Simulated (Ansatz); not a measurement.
Input and command of a calculation in Ansatz (plane waves; scalar-relativistic PAW potentials unless the input names others):

```yaml
crystal:
  lattice:
    - [-3.9643020236, 0.0, -0.1970743489]
    - [0.0, -3.9680551249, 0.0]
    - [-0.5494614165, 0.0, 11.2102191878]
  atoms:
    - { symbol: Ag, position: [0.7496524541, 0.75, 0.1251935818] }
    - { symbol: Ag, position: [0.7496524541, 0.75, 0.6251935818] }
    - { symbol: Ag, position: [0.2503475459, 0.25, 0.3748064182] }
    - { symbol: Ag, position: [0.2503475459, 0.25, 0.8748064182] }
    - { symbol: Cl, position: [0.250054326, 0.25, 0.1248551066] }
    - { symbol: Cl, position: [0.250054326, 0.25, 0.6248551066] }
    - { symbol: Cl, position: [0.749945674, 0.75, 0.3751448934] }
    - { symbol: Cl, position: [0.749945674, 0.75, 0.8751448934] }
  symmetry: { detect: false }
basis:
  ecutwfc: 420
kpoints:
  mp_grid: { grid: [7, 7, 3] }
hamiltonian:
  xc: pbe
scf:
  occupations: { method: gaussian, width: 0.05 }
  mixing: { algorithm: msr1, beta: 0.9 }
output:
  forces: true
  eigenvalues: true
  stress: true
```

```bash
ansatz run input.yaml --threads 2 --pin off --max-ram 5120MiB --backend cpu --events-out ev --progress --plain --runs-dir out
```

Abridged log:
```
Pseudopotentials: kind: paw
Pseudopotential: Ag, paw, valence charge 19, recommended cutoff 420 eV (normal)
Pseudopotential: Cl, paw, valence charge 7, recommended cutoff 420 eV (normal)
Functional definition: PBE
Crystal: 8 atoms, lattice volume = 176.773 Å³
Basis set: ecut = 420 eV, 3419 PW (Γ), exchange–correlation on 54×54×160 points (8 copies of the dense FFT grid, shifted against one another)
Bands: 63, of which v1, the nominal top of the filled ones, is band 52 counted from 1 (51 counted from 0)
Symmetry: 1 space group operations
k-points: 74 of 147 (time reversal used)
Initial density: superposition of atomic densities (neutral atoms: chi_scale 0, normalization atom), corrected by the library's trained network
Initial wavefunctions: pseudopotential atomic-orbital guess
Functional: x = pbe(κ = 0.804, μ = 0.21951497), c = pbe(β = 0.06672455)
SCF iter   1: F=—  HF=-34683.590453 eV  |F-HF|=—  |Δ(HF+E_count)|=         —  Δρ=4.17e-4  dr2=1.64e-4  ethr=1.77e-3  ⟨swp⟩=5.9  Hψ=15246  notcnv=0  defer=12
SCF iter   2: F=—  HF=-34683.594085 eV  |F-HF|=—  |Δ(HF+E_count)|=   3.63e-3  Δρ=1.81e-4  dr2=4.81e-5  ethr=1.58e-7  ⟨swp⟩=3.0  Hψ=11548  notcnv=0  defer=104
SCF iter   3: F=—  HF=-34683.594220 eV  |F-HF|=—  |Δ(HF+E_count)|=   1.35e-4  Δρ=7.66e-5  dr2=6.55e-6  ethr=4.62e-8  ⟨swp⟩=2.1  Hψ=6756  notcnv=0
automatic band count: iteration 3 solves 60 bands in place of 63: the levels show a gap, and the empty bands left out lie too high to hold charge; the band table lists the bands solved (type scf.n_extra_bands for more)
SCF iter   4: F=—  HF=-34683.594229 eV  |F-HF|=—  |Δ(HF+E_count)|=   8.93e-6  Δρ=4.33e-5  dr2=2.85e-6  ethr=6.30e-9  ⟨swp⟩=2.0  Hψ=7780  notcnv=0
SCF iter   5: F=—  HF=-34683.594228 eV  |F-HF|=—  |Δ(HF+E_count)|=   7.89e-7  Δρ=8.70e-6  dr2=1.66e-7  ethr=2.74e-9  ⟨swp⟩=2.6  Hψ=6938  notcnv=0
SCF iter   6: F=-34683.594228 eV  HF=-34683.594228 eV  |F-HF|=2.40e-8  |Δ(HF+E_count)|=   1.28e-7  Δρ=2.07e-6  dr2=1.00e-8  ethr=9.62e-11  ⟨swp⟩=6.5  Hψ=16430  notcnv=0
SCF 1 converged in 6 iterations: F = -34683.594228 eV  dr2 = 1.00e-8
SCF converged after 6 iterations
Free energy (F): -34683.594228 eV
Harris-Foulkes:  -34683.594228 eV  (|F-HF|=2.40e-8)
Internal energy: -34683.594228 eV  (E = F + TS)
E sigma→0 (E₀):  -34683.594228 eV
Fermi energy:    7.959793 eV
--- Forces (eV/Å), atoms counted from 1 ---
  atom   1  Ag    -0.00175997    -0.00000010    -0.00141301
  atom   2  Ag    -0.00175966    -0.00000026    -0.00141303
  atom   3  Ag     0.00175976     0.00000009     0.00141306
  atom   4  Ag     0.00175985     0.00000027     0.00141294
  atom   5  Cl     0.00183045    -0.00000002     0.00270861
  atom   6  Cl     0.00183043     0.00000000     0.00270874
  atom   7  Cl    -0.00183044     0.00000002    -0.00270876
  atom   8  Cl    -0.00183046     0.00000000    -0.00270860
--- Stress (GPa, compression-positive) ---
       -0.017068       0.000000      -0.004485
        0.000000      -0.013842       0.000000
       -0.004485       0.000000      -0.016301
  P = ⅓ Tr σ = -0.0157 GPa (-0.157 kbar)
```

Apart from outputs and empty bands, the input differs from a reference run on usual settings in crystal.symmetry: not typed → {"detect": false}; scf.mixing.algorithm: not typed → "msr1"; scf.mixing.beta: not typed → 0.9. The reference, at the same geometry, gave pressure -0.02 GPa, largest force 0.003 eV/Å, gap on the mesh 0.96 eV. This run converged in 6 SCF iterations (reference: 6) with an energy at zero smearing within 0.01 meV/atom of the reference's, pressure -0.02 GPa, largest force 0.003 eV/Å, gap on the mesh 0.96 eV.

The run took 39 s on 2 threads of Arm Neoverse V1, on a shared host, peak memory 0.78 GiB.